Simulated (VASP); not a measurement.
# Sn2Ge (Fm-3m) in VASP: a series of runs

One crystal, Sn2Ge, is run at these levels: LDA; tasks: single point, relaxation of cell and atoms.

Program: VASP 6.6.1. These are calculated values, not measurements. Logs are shortened: lines on timing, memory, paths and dates and some standing lists are left out, and cuts for length are marked.

### Step 1. Starting point

The structure is cubic, space group Fm-3m (No. 225). The conventional cell has a = 6.792 Å, b = 6.792 Å, c = 6.792 Å, α = 90.00°, β = 90.00°, γ = 90.00°. Around Sn (site symmetry -43m) lie 4 Ge at 2.94 Å. Ge (site symmetry m-3m) has 8 Sn at 2.94 Å as nearest neighbours.

The cell comes from a database or a generator and needn't be the stable form of this composition.

### Step 2. Single point, LDA

INCAR

```
SYSTEM = Sn2Ge
PREC = Accurate ; ENCUT = 520
EDIFF = 1E-7 ; ISMEAR = 0
SIGMA = 0.1 ; LREAL = .False.
LASPH = .True. ; NELM = 100
ALGO = Fast ; ISIF = 2
LWAVE = .False. ; LCHARG = .True.
GGA = CA ; LELF = .True.
LVHAR = .True. ; NBANDS = 28
```

KPOINTS

```
regular mesh
0
Gamma
  12 12 12
  0 0 0
```

POSCAR

```
Sn2Ge
1.0
    0.0000000000      3.3958313250      3.3958313250
    3.3958313250      0.0000000000      3.3958313250
    3.3958313250      3.3958313250      0.0000000000
Sn Ge
2 1
Direct
    0.7500000000      0.7500000000      0.7500000000
    0.2500000000      0.2500000000      0.2500000000
    0.0000000000      0.0000000000      0.0000000000
```

Potentials or basis: VASP PAW LDA potentials, release 64 (Sn_d, Ge_d).

The run is started by

```bash
cat potpaw_LDA.64/Sn_d/POTCAR potpaw_LDA.64/Ge_d/POTCAR > POTCAR
mpirun -np 1 vasp_std > vasp.out
```

OUTCAR:

```text
SYSTEM = Sn2Ge
   PREC = Accurate
   ENCUT = 520
   EDIFF = 1E-7
   ISMEAR = 0
   LREAL = .False.
   LASPH = .True.
   NELM = 100
   ISIF = 2
   GGA = CA

 ion  position               nearest neighbor table
   1  0.750  0.750  0.750-   3 2.94   3 2.94   3 2.94   3 2.94   2 3.40   2 3.40   2 3.40   2 3.40
                             2 3.40   2 3.40
   2  0.250  0.250  0.250-   3 2.94   3 2.94   3 2.94   3 2.94   1 3.40   1 3.40   1 3.40   1 3.40
                             1 3.40   1 3.40
   3  0.000  0.000  0.000-   1 2.94   1 2.94   1 2.94   1 2.94   2 2.94   2 2.94   2 2.94   2 2.94

  LATTYP: Found a face centered cubic cell.
 ALAT       =     6.7916626500

  Lattice vectors:

 A1 = (   0.0000000000,   3.3958313250,   3.3958313250)
 A2 = (   3.3958313250,   0.0000000000,   3.3958313250)
 A3 = (   3.3958313250,   3.3958313250,   0.0000000000)

Analysis of symmetry for initial positions (statically):
=====================================================================
 Subroutine PRICEL returns:
 Original cell was already a primitive cell.

 Routine SETGRP: Setting up the symmetry group for a
 face centered cubic supercell.

 Subroutine GETGRP returns: Found 48 space group operations
 (whereof 48 operations were pure point group operations)
 out of a pool of 48 trial point group operations.

The static configuration has the point symmetry O_h .

Analysis of symmetry for dynamics (positions and initial velocities):
=====================================================================
 Subroutine PRICEL returns:
 Original cell was already a primitive cell.

 Routine SETGRP: Setting up the symmetry group for a
 face centered cubic supercell.

 Subroutine GETGRP returns: Found 48 space group operations
 (whereof 48 operations were pure point group operations)
 out of a pool of 48 trial point group operations.

The dynamic configuration has the point symmetry O_h .

 Subroutine INISYM returns: Found 48 space group operations
 (whereof 48 operations are pure point group operations),
 and found     1 'primitive' translations

----------------------------------------------------------------------------------------

                                     Primitive cell

  volume of cell :      78.3192

  direct lattice vectors                    reciprocal lattice vectors
     0.000000000  3.395831325  3.395831325    -0.147239351  0.147239351  0.147239351
     3.395831325  0.000000000  3.395831325     0.147239351 -0.147239351  0.147239351
     3.395831325  3.395831325  0.000000000     0.147239351  0.147239351 -0.147239351

  length of vectors
     4.802430715  4.802430715  4.802430715     0.255026037  0.255026037  0.255026037

  position of ions in fractional coordinates (direct lattice)
     0.750000000  0.750000000  0.750000000
     0.250000000  0.250000000  0.250000000
     0.000000000  0.000000000  0.000000000

  ion indices of the primitive-cell ions
   primitive index   ion index
                 1           1
                 2           2
                 3           3

----------------------------------------------------------------------------------------

 KPOINTS: regular mesh

Automatic generation of k-mesh.
 Grid dimensions read from file:
 generate k-points for:   12   12   12

 Generating k-lattice:

  Cartesian coordinates                     Fractional coordinates (reciprocal lattice)
    -0.012269946  0.012269946  0.012269946     0.083333333  0.000000000  0.000000000
     0.012269946 -0.012269946  0.012269946     0.000000000  0.083333333  0.000000000
     0.012269946  0.012269946 -0.012269946     0.000000000  0.000000000  0.083333333

  Length of vectors
     0.021252170  0.021252170  0.021252170

  Shift w.r.t. Gamma in fractional coordinates (k-lattice)
     0.000000000  0.000000000  0.000000000

 Subroutine IBZKPT returns following result:
 ===========================================

 Found     72 irreducible k-points:

 Following reciprocal coordinates:
            Coordinates               Weight
  0.000000  0.000000  0.000000      1.000000
  0.083333  0.000000  0.000000      8.000000
  0.166667  0.000000  0.000000      8.000000
  0.250000  0.000000  0.000000      8.000000
  0.333333  0.000000  0.000000      8.000000
  0.416667  0.000000  0.000000      8.000000
[... 16 lines left out ...]
  0.500000  0.166667  0.000000     24.000000
 -0.416667  0.166667  0.000000     24.000000
 [... further k-points ...]
   k-points           NKPTS =     72   k-points in BZ     NKDIM =     72   number of bands    NBANDS=     28
   number of dos      NEDOS =    301   number of ions     NIONS =      3
   total plane-waves  NPLWV =  46656
   dimension x,y,z NGX =    36 NGY =   36 NGZ =   36
   dimension x,y,z NGXF=    72 NGYF=   72 NGZF=   72
   ions per type =               2   1
   NGX,Y,Z   is equivalent  to a cutoff of  12.46, 12.46, 12.46 a.u.
   NGXF,Y,Z  is equivalent  to a cutoff of  24.92, 24.92, 24.92 a.u.
 SYSTEM =  Sn2Ge
   PREC   = accura    normal or accurate (medium, high low for compatibility)
   ISTART =      0    job   : 0-new  1-cont  2-samecut
   ICHARG =      2    charge: 1-file 2-atom 10-const
   ISPIN  =      1    spin polarized calculation?
   LNONCOLLINEAR =      F non collinear calculations
   LSORBIT =      F    spin-orbit coupling
   LASPH  =      T    aspherical Exc in radial PAW
   ENCUT  =  520.0 eV  38.22 Ry    6.18 a.u.   8.93  8.93  8.93*2*pi/ulx,y,z
   NELM   =    100;   NELMIN=  2; NELMDL= -5     # of ELM steps
   EDIFF  = 0.1E-06   stopping-criterion for ELM
   LREAL  =      F    real-space projection
   EDIFFG = 0.1E-05   stopping-criterion for IOM
   NSW    =      0    number of steps for IOM
   IBRION =     -1    ionic relax: 0-MD 1-quasi-New 2-CG
   NFREE  =      0    steps in history (QN), initial steepest desc. (CG)
   ISIF   =      2    stress and relaxation
   ISYM   =      2    0-nonsym 1-usesym 2-fastsym
   POTIM  = 0.5000    time-step for ionic-motion
   TEBEG  =    0.0;   TEEND  =   0.0 temperature during run
   PSTRESS=    0.0 pullay stress
   NELECT =      42.0000    total number of electrons
   NUPDOWN=      -1.0000    fix difference up-down
   EMIN   =  10.00;   EMAX   =-10.00  energy-range for DOS
   EFERMI =   0.00;   METHOD = LEGACY
   ISMEAR =     0;   SIGMA  =   0.10  broadening in eV -4-tet -1-fermi 0-gaus
   EFERMI_NEDOS =   21; number of points for ismear=-14 and -15
   IALGO  =     68    algorithm
   IMIX   =      4    mixing-type and parameters
     AMIX     =   0.40;   BMIX     =  1.00
     AMIX_MAG =   1.60;   BMIX_MAG =  1.00
  volume/ion in A,a.u.               =      26.11       176.17
  Fermi-wavevector in a.u.,A,eV,Ry     =   1.330052  2.513433 24.069213  1.769037
  Thomas-Fermi vector in A             =   2.459168
   LORBIT       =      0    0 simple, 1 ext, 2 COOP (PROOUT), +10 PAW based schemes
   GGA     = CA    functional components
   LHFCALC =     F    Hartree Fock is set to
   AEXX    =    0.0000 exact exchange contribution
   IVDW    =     0    specifies the selected vdW correction
   LEPSILON=     F    determine dielectric tensor
   LRPA    =     F    only Hartree local field effects (RPA)
 non-spin polarized calculation
 RMM-DIIS sequential band-by-band and
 Gauss-broadening in eV      SIGMA  =   0.10
  energy-cutoff  :      520.00
  volume of cell :       78.32
 maximum number of plane-waves:      2148
   NGX = 17   NGY = 17   NGZ = 17

 number of electron      42.0000015 magnetization

 Free energy of the ion-electron system (eV)
  ---------------------------------------------------
  ext. energy  EPLUGINS =         0.00000000
  ---------------------------------------------------
  free energy    TOTEN  =       -13.65043138 eV

  energy without entropy =      -13.64368617  energy(sigma->0) =      -13.64705878

 E-fermi :   6.7504     XC(G=0): -10.3724

 val. band max:        6.7160484889   @ k =   0.2500   0.0000   0.0000
 cond. band min:       6.7616429480   @ k =  -0.4167   0.0833   0.0000
 fundamental gap:      0.0455944590
 Fermi energy:         6.7503669698

 k-point     1 :       0.0000    0.0000    0.0000
  band No.  band energies     occupation
      1     -17.9436      2.00000
      2     -17.9436      2.00000
      3     -17.9436      2.00000
      4     -17.9301      2.00000
      5     -17.9301      2.00000
      6     -14.7649      2.00000
[... 20 lines left out ...]
     27      10.4521      0.00000
     28      12.4436      0.00000

 k-point     2 :       0.0833    0.0000    0.0000
  band No.  band energies     occupation
      1     -17.9436      2.00000
      2     -17.9436      2.00000
      3     -17.9436      2.00000
      4     -17.9300      2.00000
      5     -17.9300      2.00000
      6     -14.7615      2.00000
[... 20 lines left out ...]
     27      10.3229      0.00000
     28      12.8860      0.00000

 k-point     3 :       0.1667    0.0000    0.0000
  band No.  band energies     occupation
      1     -17.9437      2.00000
      2     -17.9437      2.00000
      3     -17.9436      2.00000
      4     -17.9299      2.00000
      5     -17.9299      2.00000
      6     -14.7513      2.00000
[... 20 lines left out ...]
     27      10.2534      0.00000
     28      13.8634      0.00000

 k-point     4 :       0.2500    0.0000    0.0000
  band No.  band energies     occupation
      1     -17.9437      2.00000
      2     -17.9437      2.00000
      3     -17.9435      2.00000
      4     -17.9297      2.00000
      5     -17.9297      2.00000
      6     -14.7348      2.00000
[... 20 lines left out ...]
     27      10.9588      0.00000
     28      15.0764      0.00000

 k-point     5 :       0.3333    0.0000    0.0000
  band No.  band energies     occupation
      1     -17.9438      2.00000
      2     -17.9438      2.00000
      3     -17.9435      2.00000
      4     -17.9295      2.00000
      5     -17.9295      2.00000
      6     -14.7132      2.00000
[... 20 lines left out ...]
     27      12.1711      0.00000
     28      14.6226      0.00000

 k-point     6 :       0.4167    0.0000    0.0000
  band No.  band energies     occupation
      1     -17.9438      2.00000
      2     -17.9438      2.00000
      3     -17.9435      2.00000
      4     -17.9294      2.00000
      5     -17.9294      2.00000
      6     -14.6879      2.00000
[... 463 lines left out ...]
      5     -17.9293      2.00000
      6     -14.7488      2.00000
[... 20 lines left out ...]
     27      11.9017      0.00000
     28      14.3587      0.00000

 k-point    22 :       0.4167    0.1667    0.0000
  band No.  band energies     occupation
      1     -17.9438      2.00000
      2     -17.9437      2.00000
      3     -17.9436      2.00000
      4     -17.9296      2.00000
      5     -17.9291      2.00000
      6     -14.7321      2.00000
[... 20 lines left out ...]
     27      12.2971      0.00000
     28      14.0556      0.00000

 k-point    23 :       0.5000    0.1667    0.0000
  band No.  band energies     occupation
      1     -17.9438      2.00000
      2     -17.9438      2.00000
      3     -17.9435      2.00000
      4     -17.9294      2.00000
      5     -17.9291      2.00000
      6     -14.7102      2.00000
[... 20 lines left out ...]
     27      12.2251      0.00000
     28      14.3545      0.00000

 k-point    24 :      -0.4167    0.1667    0.0000
  band No.  band energies     occupation
      1     -17.9438      2.00000
      2     -17.9438      2.00000
      3     -17.9435      2.00000
      4     -17.9293      2.00000
      5     -17.9291      2.00000
      6     -14.6994      2.00000
[... 20 lines left out ...]
     27      13.0746      0.00000
     28      14.7027      0.00000

 [... further k-points ...]
[... 5 lines left out ...]
  --------------------------------------------------------------------------------------
  -------------------------------------------------------------------------------------
  Total        0.0236077      0.0236077      0.0236077      0.0000000      0.0000000      0.0000000
  in kB        0.4829439      0.4829439      0.4829439      0.0000000      0.0000000      0.0000000
  external PRESSURE =       0.4829439 kB  Pullay stress =       0.0000000 kB

 VOLUME and BASIS-vectors are now :
 -----------------------------------------------------------------------------
  energy-cutoff  :      520.00
  volume of cell :       78.32
      direct lattice vectors                 reciprocal lattice vectors
     0.000000000  3.395831325  3.395831325    -0.147239351  0.147239351  0.147239351
     3.395831325  0.000000000  3.395831325     0.147239351 -0.147239351  0.147239351
     3.395831325  3.395831325  0.000000000     0.147239351  0.147239351 -0.147239351

 POSITION                                       TOTAL-FORCE (eV/Angst)
 -----------------------------------------------------------------------------------
      5.09375      5.09375      5.09375        -0.000000     -0.000000      0.000000
      1.69792      1.69792      1.69792         0.000000      0.000000     -0.000000
      0.00000      0.00000      0.00000        -0.000000     -0.000000     -0.000000
 -----------------------------------------------------------------------------------
    total drift:                                0.000000      0.000000      0.000000

  FREE ENERGIE OF THE ION-ELECTRON SYSTEM (eV)
  ---------------------------------------------------
  free  energy   TOTEN  =       -13.6504313843 eV

  energy  without entropy=      -13.6436861727  energy(sigma->0) =      -13.64705878
```

It took 89 s on 1 thread of Intel Xeon 6975P-C (Granite Rapids), shared host; peak memory 0.27 GiB.

What came out:

```yaml
Free_energy: -13.6504 eV
Pressure: 0.0 GPa
Band_gap_on_the_k_mesh: none (metal or under the smearing width)
```

Levels at points of the mesh, in eV from the Fermi level:
```csv
k point,band 17,band 18,band 19,band 20,band 21,band 22,band 23,band 24,band 25,band 26
"(0.00, 0.00, 0.00)",-3.69,-3.44,-1.06,-1.06,-1.06,-0.99,-0.99,-0.99,3.70,3.70
"(0.50, 0.00, 0.00)",-8.39,-4.80,-2.41,-2.41,-0.18,-0.18,0.24,3.98,4.66,4.91
"(0.50, 0.50, 0.00)",-8.55,-5.97,-4.08,-4.08,-1.47,3.96,4.35,4.35,5.22,5.22
```

(Part 1 of 2 ends here.)
